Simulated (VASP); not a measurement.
# ZrC (Fm-3m) in VASP: further runs, part 3 of 3

VASP 6.6.1. The steps go on from the part before.

## 5. Relaxation of cell and atoms, PBEsol, target pressure 2 GPa, at which the enthalpy is minimised

The input, INCAR:

```
ALGO = Fast
EDIFF = 1E-6
EDIFFG = -0.01
ENCUT = 600
GGA = PS
IBRION = 2
ISIF = 3
ISMEAR = -1
LASPH = True
LCHARG = False
LREAL = False
LWAVE = False
NELM = 60
NSW = 60
PREC = Accurate
PSTRESS = 20
SIGMA = 0.05
```

The input, KPOINTS:

```
k-points
0
Gamma
  10 10 10
```

The input, POSCAR:

```
ZrC
1.0
    0.0000000000      2.3650000000      2.3650000000
    2.3650000000      0.0000000000      2.3650000000
    2.3650000000      2.3650000000      0.0000000000
Zr C
1 1
Direct
    0.5000000000      0.5000000000      0.5000000000
    0.0000000000      0.0000000000      0.0000000000
```

Potentials or basis: VASP PAW PBE potentials, release 64 (Zr_sv, C).

Run with:

```console
$ cat potpaw_PBE.64/Zr_sv/POTCAR potpaw_PBE.64/C/POTCAR > POTCAR
$ mpirun -np 1 vasp_std > vasp.out
```

OUTCAR:

```text
EDIFF = 1E-6
   EDIFFG = -0.01
   ENCUT = 600
   GGA = PS
   IBRION = 2
   ISIF = 3
   ISMEAR = -1
   LASPH = True
   LREAL = False
   NELM = 60
   NSW = 60
   PREC = Accurate
   PSTRESS = 20

 ion  position               nearest neighbor table
   1  0.500  0.500  0.500-   2 2.37   2 2.37   2 2.37   2 2.37   2 2.37   2 2.37
   2  0.000  0.000  0.000-   1 2.37   1 2.37   1 2.37   1 2.37   1 2.37   1 2.37

  LATTYP: Found a face centered cubic cell.
 ALAT       =     4.7300000000

  Lattice vectors:

 A1 = (   0.0000000000,   2.3650000000,   2.3650000000)
 A2 = (   2.3650000000,   0.0000000000,   2.3650000000)
 A3 = (   2.3650000000,   2.3650000000,   0.0000000000)

Analysis of symmetry for initial positions (statically):
=====================================================================
 Subroutine PRICEL returns:
 Original cell was already a primitive cell.

[... 223 lines left out ...]
      4     -14.4722      2.00000
      5      -0.8713      2.00000
      6      11.7382      0.00000
      7      11.7382      0.00000
      8      11.7382      0.00000
      9      11.8384      0.00000
     10      11.8384      0.00000
     11      11.8384      0.00000
     12      13.8731      0.00000
[... 420 lines left out ...]
--------------------------------------- Ionic step        4  -------------------------------------------

 number of electron      16.0000000 magnetization

 Free energy of the ion-electron system (eV)
  ---------------------------------------------------
  ext. energy  EPLUGINS =         0.00000000
  ---------------------------------------------------
  free energy    TOTEN  =       -20.57266691 eV

  energy without entropy =      -20.57017849  energy(sigma->0) =      -20.57142270

 E-fermi :   9.8188     XC(G=0): -12.4137

 val. band max:        9.7477141617   @ k =   0.4000   0.4000   0.0000
 cond. band min:       9.8853668678   @ k =   0.1000   0.1000   0.0000
 fundamental gap:      0.1376527061
 Fermi energy:         9.8188388034

 k-point     1 :       0.0000    0.0000    0.0000
  band No.  band energies     occupation
      1     -38.0639      2.00000
      2     -15.7865      2.00000
      3     -15.7865      2.00000
      4     -15.7865      2.00000
      5      -1.5683      2.00000
      6      10.7656      0.00000
      7      10.7656      0.00000
      8      10.7656      0.00000
      9      10.8721      0.00000
     10      10.8721      0.00000
     11      10.8721      0.00000
     12      12.6908      0.00000
[... 378 lines left out ...]
  energy  without entropy=      -20.5701784879  energy(sigma->0) =      -20.57142270

  enthalpy is  TOTEN    =       -20.2572301973 eV   P V=        0.3154367163

 reached required accuracy - stopping structural energy minimisation
```

OSZICAR:

```text
N       E                     dE             d eps       ncg     rms          rms(c)
DAV:   1     0.111942726432E+03    0.11194E+03   -0.96604E+03  1128   0.149E+03
DAV:   2    -0.160407989891E+02   -0.12798E+03   -0.12032E+03  1280   0.349E+02
[... 61 lines left out ...]
       N       E                     dE             d eps       ncg     rms          rms(c)
DAV:   1    -0.205727501230E+02    0.18888E-03   -0.30111E-03  1308   0.638E-01    0.122E-01
RMM:   2    -0.205726758475E+02    0.74275E-04   -0.18557E-04  1134   0.157E-01    0.371E-02
RMM:   3    -0.205726602969E+02    0.15551E-04   -0.81377E-05  1242   0.869E-02    0.195E-02
RMM:   4    -0.205726645055E+02   -0.42087E-05   -0.31205E-05  1291   0.361E-02    0.762E-03
RMM:   5    -0.205726666517E+02   -0.21461E-05   -0.10562E-05   988   0.147E-02    0.628E-03
RMM:   6    -0.205726669136E+02   -0.26192E-06   -0.14795E-06   707   0.720E-03
   4 F= -.20257230E+02 E0= -.20255986E+02  d E =-.395307E-01
```

CONTCAR:

```text
ZrC
   1.00000000000000
     0.0000000000000000    2.3290971898442638    2.3290971898442638
     2.3290971898442638    0.0000000000000000    2.3290971898442638
     2.3290971898442638    2.3290971898442638    0.0000000000000000
  Zr              C
     1     1
Direct
     0.5000000000000000    0.5000000000000000    0.5000000000000000
     1.0000000000000000    0.0000000000000000    1.0000000000000000

  0.00000000E+00  0.00000000E+00  0.00000000E+00
  0.00000000E+00  0.00000000E+00  0.00000000E+00
```

Wall time 1.7 min (1 thread of Intel Xeon Platinum 8488C (Sapphire Rapids), shared host); peak memory 0.18 GiB.

Results:

```
Free energy                                            : -20.5727 eV
Relaxed volume                                         : 12.63 Å³/atom
Relaxed cell                                           : a = 3.294 Å, b = 3.294 Å, c = 3.294 Å, α = 60.00°, β = 60.00°, γ = 60.00°
Space group after relaxing (to 0.05 Å)                 : Fm-3m (No. 225)
Energy change on relaxing (the enthalpy is what falls) : -12.4 meV/atom
Ionic steps                                            : 4
Pressure after relaxing                                : 1.9 GPa
Band gap on the k mesh                                 : none (metal or under the smearing width)
```

Step by step:
```csv
step,energy change (eV),largest force (eV/Å),pressure (GPa),volume (Å³)
1,0.0000,0.0000,-8.24,26.46
2,0.1250,0.0000,24.47,23.35
3,-0.0250,0.0000,1.75,25.29
4,-0.0247,0.0000,1.93,25.27
```

Final structure:
```cif
data_structure
_symmetry_space_group_name_H-M 'P 1'
_symmetry_Int_Tables_number 1
_cell_length_a 3.2938
_cell_length_b 3.2938
_cell_length_c 3.2938
_cell_angle_alpha 60.000
_cell_angle_beta 60.000
_cell_angle_gamma 60.000
_cell_volume 25.27
loop_
_atom_site_label
_atom_site_type_symbol
_atom_site_fract_x
_atom_site_fract_y
_atom_site_fract_z
_atom_site_occupancy
Zr1 Zr 0.50000 0.50000 0.50000 1
C1 C 0.00000 0.00000 0.00000 1
```

Levels at points of the mesh, in eV from the Fermi level:
| k point | band 6 | band 7 | band 8 | band 9 | band 10 | band 11 |
| --- | --- | --- | --- | --- | --- | --- |
| (0.00, 0.00, 0.00) | 0.95 | 0.95 | 0.95 | 1.05 | 1.05 | 1.05 |
| (0.50, 0.00, 0.00) | -5.45 | -3.04 | -3.04 | 4.63 | 4.63 | 5.49 |
| (0.50, 0.50, 0.00) | -2.03 | -1.92 | 0.09 | 0.09 | 4.60 | 5.86 |

Caveat: the cell is relaxed towards a set pressure, so the enthalpy falls and the energy may rise; the PAW data sets were made with another functional, which shifts forces and pressure a little.

## 6. For comparison

An earlier run on the cell as given: functional PBE; potentials or basis VASP PAW PBE potentials, release 64 (Zr_sv, C); cutoff 520 eV; k mesh 10 × 10 × 10; occupations fermi-dirac, width 0.05 eV; no spin polarisation.

* Pressure: -2.7 GPa
* Band gap on the k mesh: none (metal or under the smearing width)

## 7. Summary

| task | level | potentials or basis | cell | k mesh | cutoff (eV) | smearing | ladder | target pressure | gap on the mesh (eV) | pressure (GPa) | relaxed volume (Å³/atom) |
| --- | --- | --- | --- | --- | --- | --- | --- | --- | --- | --- | --- |
| relaxation of cell and atoms | LDA | VASP PAW LDA potentials, release 64 (Zr_sv, C) | relaxed | 8 × 8 × 8 | 600 | fermi-dirac 0.05 eV | gaps | - | none | 0.0 | 12.53 |
| relaxation of cell and atoms | PBE+D3(BJ) | VASP PAW PBE potentials, release 64 (Zr_sv, C) | relaxed | 8 × 8 × 8 | 600 | fermi-dirac 0.05 eV | gaps | - | none | 0.0 | 12.76 |
| atomic charges | TPSS+TS | VASP PAW PBE potentials, release 64 (Zr_sv, C) | cell strained at random at fixed volume | 10 × 10 × 10 | 520 | gaussian 0.01 eV | - | - | none | -15.2 | - |
| relaxation of cell and atoms | PBEsol | VASP PAW PBE potentials, release 64 (Zr_sv, C) | relaxed to 2 GPa | 10 × 10 × 10 | 600 | fermi-dirac 0.05 eV | - | 2 GPa | none | 1.9 | - |
| single point | PBE | VASP PAW PBE potentials, release 64 (Zr_sv, C) | as given | 10 × 10 × 10 | 520 | fermi-dirac 0.05 eV | - | - | none | -2.7 | - |

Alike in all rows: no spin polarisation.

Caveats: pairwise dispersion overbinds metals, which lowers pressure and volume (some runs); the PAW data sets were made with another functional, which shifts forces and pressure a little (some runs); atom-pairwise D2, TS and ULG terms overbind metals (some runs); the cell is relaxed towards a set pressure, so the enthalpy falls and the energy may rise (some runs).

Absolute energies hang on the potentials; compare differences alone.
